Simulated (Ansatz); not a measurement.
The system is AgBr.

```
CELL_PARAMETERS angstrom
0.00000 2.87015 2.87015
2.87015 0.00000 2.87015
2.87015 2.87015 0.00000
ATOMIC_POSITIONS crystal
Ag 0.00000 0.00000 0.00000
Br 0.50000 0.50000 0.50000
```

```yaml
Program: Ansatz 0.2.0
Task: relaxation of cell and atoms
Functional: HSE03
Potentials_or_basis: Ansatz PAW
Cutoff: "420 eV (not typed: the program's choice for these potentials)"
k_mesh: 5 × 5 × 5
Occupations: cold, width 0.15 eV
Spin: spin-orbit coupling, no magnetisation
```

At the start: volume 23.64 Å³/atom.

Question: How do energy, volume and symmetry change on relaxing?

Answer: It ends after 4 steps and the volume is 24.84 Å³/atom (+5.1 %); space group Fm-3m (No. 225, to 0.05 Å).

Step by step:
```tsv
step	energy change (eV)	largest force (eV/Å)	volume (Å³)
1	0.0000	0.0000	47.29
2	-0.0130	0.0000	50.01
3	-0.0135	0.0000	49.69
4	-0.0149	0.0000	49.69
```

Final structure:
```
Ag Br
1.0
     0.00000    2.91787    2.91787
     2.91787    0.00000    2.91787
     2.91787    2.91787    0.00000
Ag Br
1 1
Direct
  0.00000 0.00000 0.00000
  0.50000 0.50000 0.50000
```

Caveat: the magnetic or orbital state may not be the lowest; the plane-wave basis is chosen anew once the cell has moved, so the energies of steps on either side of that aren't comparable; the PAW data sets come from PBE, with cores solved anew for the run's functional, which leaves a small shift of forces and pressure.
